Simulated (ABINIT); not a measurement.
Crystal: Zn.

```
CELL_PARAMETERS angstrom
2.67000 0.00000 0.00000
-1.33500 2.31229 0.00000
0.00000 0.00000 4.96600
ATOMIC_POSITIONS crystal
Zn 0.66667 0.33333 0.75000
Zn 0.33333 0.66667 0.25000
```

Base run:

| Quantity | Value |
| --- | --- |
| Program | ABINIT 10.8.3 (patched build) |
| Functional | LDA |
| Potentials or basis | JTH PAW PBE v2.0 |
| Cutoff | 707 eV |
| k mesh | 11 × 11 × 6 |
| Occupations | fermi-dirac, width 0.05 eV |
| Spin | no spin polarisation |

Its results: band gap on the k mesh none (metal or under the smearing width); pressure -9.2 GPa.

After a change of settings the same cell gave: band gap on the k mesh none (metal or under the smearing width); pressure -0.7 GPa. Which change was it?
A. functional from LDA to revPBE
B. functional from LDA to BLYP
C. functional from LDA to PW91
D. functional from LDA to WC

C.

PW91 binds less tightly than LDA, so the same cell stands under more pressure.

Caveats: the PAW data sets were made with another functional, which shifts forces and pressure a little.

Runs at the PBE level aren't shown here.
